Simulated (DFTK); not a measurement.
# TaN (Fm-3m) in DFTK: reference runs

Reference runs on TaN: the cell as given and a disturbed copy.

All numbers are computed with DFTK 0.8.2; they aren't measurements. Logs are shortened: lines on timing, memory, paths and dates and some standing lists are left out, and cuts for length are marked.

## 1. The structure

The structure is cubic, space group Fm-3m (No. 225). Conventional cell: a = 4.423 Å, b = 4.423 Å, c = 4.423 Å, α = 90.00°, β = 90.00°, γ = 90.00°. Around Ta (site symmetry m-3m) lie 6 N at 2.21 Å. N (site symmetry m-3m) has 6 Ta at 2.21 Å as nearest neighbours.

The cell comes from a database or a generator and needn't be the stable form of this composition.

## 2. Single point, PBE

Contents of run.jl:

```julia
using DFTK
using PseudoPotentialData
using Unitful, UnitfulAtomic
using LinearAlgebra, Printf
include("save.jl")
disable_threading()

# lattice vectors are the columns
lattice = austrip(1u"Å") * [           0.0       2.211323       2.211323;
                 2.211323            0.0       2.211323;
                 2.211323       2.211323            0.0]
symbols   = [:Ta, :N]
positions = [[0.5, 0.5, 0.5],
             [0.0, 0.0, 0.0]]
pseudopotentials = PseudoFamily("dojo.nc.sr.pbe.v0_4_1.standard.upf")
elements = Dict(s => ElementPsp(s, pseudopotentials) for s in unique(symbols))
atoms    = [elements[s] for s in symbols]

build_model(lattice, positions; symmetries=true) =
    model_DFT(lattice, atoms, positions;
              functionals=PBE(),
              temperature=austrip(0.05u"eV"),
              smearing=Smearing.FermiDirac(),
              symmetries)
Ecut  = 42.0  # hartree
kgrid = [10, 10, 10]
tol   = 1e-6
to_GPa = ustrip(uconvert(u"GPa", 1u"hartree/bohr^3"))

model = build_model(lattice, positions)
basis = PlaneWaveBasis(model; Ecut, kgrid)
display(basis)
scfres = self_consistent_field(basis;
                               tol,
                               nbandsalg=AdaptiveBands(model; n_bands_converge=14))
display(scfres.energies)
@printf "Fermi level: %.6f eV\n" ustrip(auconvert(u"eV", something(scfres.εF, NaN)))
forces = compute_forces_cart(scfres)
println("Forces (eV/Å)")
for (s, f) in zip(symbols, forces)
    @printf "%-3s %12.6f %12.6f %12.6f\n" s ustrip.(auconvert.(u"eV/Å", f))...
end
stress = compute_stresses_cart(scfres)
println("Stress (GPa)")
display(round.(stress * to_GPa; digits=4))
println("Levels at the first k-point (eV): ", round.(ustrip.(auconvert.(u"eV", scfres.eigenvalues[1][1:scfres.n_bands_converge])); digits=4))
save_scf!(scfres; forces, stress)
```

Potentials or basis: dojo.nc.sr.pbe.v0_4_1.standard.upf (PBE).

On the command line:

```sh
julia --threads=1 run.jl  # save.jl only writes the numbers to a file and isn't shown; printed stress counts tension as positive; times include loading and compiling
```

Log:

```text
PlaneWaveBasis discretization:

    Ecut                 : 42.0 Ha
    fft_size             : (40, 40, 40), 64000 total points
    kgrid                : MonkhorstPack([10, 10, 10])
    num.   red. kpoints  : 1000
    num. irred. kpoints  : 47

    Discretized Model(gga_x_pbe+gga_c_pbe, 3D):
        lattice (in Bohr)    : [0         , 4.17879   , 4.17879   ]
                               [4.17879   , 0         , 4.17879   ]
                               [4.17879   , 4.17879   , 0         ]
        unit cell volume     : 145.94 Bohr³

        atoms                : NTa
        pseudopot. family    : PseudoFamily("dojo.nc.sr.pbe.v0_4_1.standard.upf")

        num. electrons       : 18
        spin polarization    : none
        temperature          : 0.0018375 Ha
        smearing             : DFTK.Smearing.FermiDirac()

        terms                : Kinetic()
                               AtomicLocal()
                               AtomicNonlocal()
                               Ewald(nothing)
                               PspCorrection()
                               Hartree()
                               Xc(gga_x_pbe, gga_c_pbe)
                               Entropy()
n     Energy            log10(ΔE)   log10(Δρ)   Diag   Δtime
---   ---------------   ---------   ---------   ----   ------
  1   -75.39821849830                   -0.56    4.4    7.17s
  2   -75.53750052499       -0.86       -1.33    2.0    4.13s
  3   -75.54006647977       -2.59       -1.64    2.2    3.32s
  4   -75.54031365920       -3.61       -2.26    1.4    3.25s
  5   -75.54033470537       -4.68       -2.75    2.1    3.68s
  6   -75.54033723411       -5.60       -3.62    2.0    3.81s
  7   -75.54033728210       -7.32       -4.34    2.5    4.15s
  8   -75.54033728289       -9.10       -5.04    2.4    3.96s
  9   -75.54033728294      -10.32       -5.69    2.1    3.88s
 10   -75.54033728294      -11.41       -6.51    2.1    3.82s
Energy breakdown (in Ha):
    Kinetic             24.3065640
    AtomicLocal         -34.8411611
    AtomicNonlocal      3.6536683
    Ewald               -61.6881515
    PspCorrection       3.3172336
    Hartree             7.6298915
    Xc                  -17.9181745
    Entropy             -0.0002076

    total               -75.540337282941
Fermi level: 16.174901 eV
Forces (eV/Å)
Ta     -0.000000    -0.000000    -0.000000
N      -0.000000    -0.000000    -0.000000
Stress (GPa)
3×3 StaticArraysCore.SMatrix{3, 3, Float64, 9} with indices SOneTo(3)×SOneTo(3):
 1.619  0.0    0.0
 0.0    1.619  0.0
 0.0    0.0    1.619
Levels at the first k-point (eV): [-53.4415, -19.6531, -19.6531, -19.6531, -2.542, 12.3529, 12.3529, 12.3529, 14.106, 14.106, 14.106, 16.2357, 16.2357, 17.5122]
```

Wall time 1.7 min (1 thread of Intel Xeon Platinum 8488C (Sapphire Rapids), shared host); peak memory 1.7 GiB.

Results:

| Quantity | Value |
| --- | --- |
| Free energy | -2055.5573 eV |
| Pressure | -1.6 GPa |
| Band gap on the k mesh | none (metal or under the smearing width) |

Levels at points of the mesh, in eV from the Fermi level:
```
             k point  band 7  band 8  band 9  band 10  band 11  band 12
  (0.00, 0.00, 0.00)   -3.82   -3.82   -2.07    -2.07    -2.07     0.06
 (-0.50, 0.00, 0.00)   -7.48   -7.48    1.83     1.83     1.91     3.71
(-0.50, -0.50, 0.00)   -5.36   -4.64   -4.64     2.06     3.43     3.43
```

## 3. Single point, PBE (atoms moved at random, drawn with an rms of 0.05 Å)

Edit run.jl of step 2 so:

```diff
@@ -12,4 +12,4 @@
 symbols   = [:Ta, :N]
-positions = [[0.5, 0.5, 0.5],
-             [0.0, 0.0, 0.0]]
+positions = [[0.513526, 0.484213, 0.528979],
+             [-0.012902, -0.014702, 0.015695]]
 pseudopotentials = PseudoFamily("dojo.nc.sr.pbe.v0_4_1.standard.upf")
```

Potentials or basis: dojo.nc.sr.pbe.v0_4_1.standard.upf (PBE).

On the command line:

```sh
julia --threads=1 run.jl  # save.jl only writes the numbers to a file and isn't shown; printed stress counts tension as positive; times include loading and compiling
```

Wall time 28 min (1 thread of Intel Xeon Platinum 8488C (Sapphire Rapids), shared host); peak memory 8.5 GiB.

The run converged. Its results:

| Quantity | Value |
| --- | --- |
| Free energy | -2055.5162 eV |
| Pressure | 0.2 GPa |
| Largest force | 0.814 eV/Å |
| Band gap on the k mesh | none (metal or under the smearing width) |

Forces on the atoms (eV/Å):
```
Ta  -0.202 -0.661 -0.430
N    0.202  0.661  0.430
```

Stress tensor (GPa, compression positive):
```
-0.97 -0.17 -0.07
-0.17  1.55 -0.31
-0.07 -0.31 -0.07
```

Levels at points of the mesh, in eV from the Fermi level:
```
              k point  band 6  band 7  band 8  band 9  band 10  band 11  band 12  band 13
   (0.00, 0.00, 0.00)   -4.13   -4.07   -4.02   -2.03    -1.82    -1.68     0.18     0.35
  (-0.50, 0.00, 0.00)  -10.22   -7.48   -7.43    1.78     1.82     1.97     3.67     7.25
  (0.00, -0.50, 0.00)  -10.23   -7.45   -7.40    1.76     1.82     1.92     3.58     7.15
 (-0.50, -0.50, 0.00)   -6.62   -5.76   -4.67   -4.17     2.16     3.45     3.46     4.26
  (0.00, 0.00, -0.50)  -10.23   -7.46   -7.41    1.78     1.80     1.94     3.60     7.18
 (-0.50, 0.00, -0.50)   -6.61   -5.58   -4.65   -4.38     2.13     3.45     3.45     4.23
 (0.00, -0.50, -0.50)   -6.63   -5.84   -4.69   -4.07     2.17     3.46     3.46     4.27
(-0.50, -0.50, -0.50)  -10.21   -7.50   -7.49    1.83     1.87     1.93     3.79     7.28
```
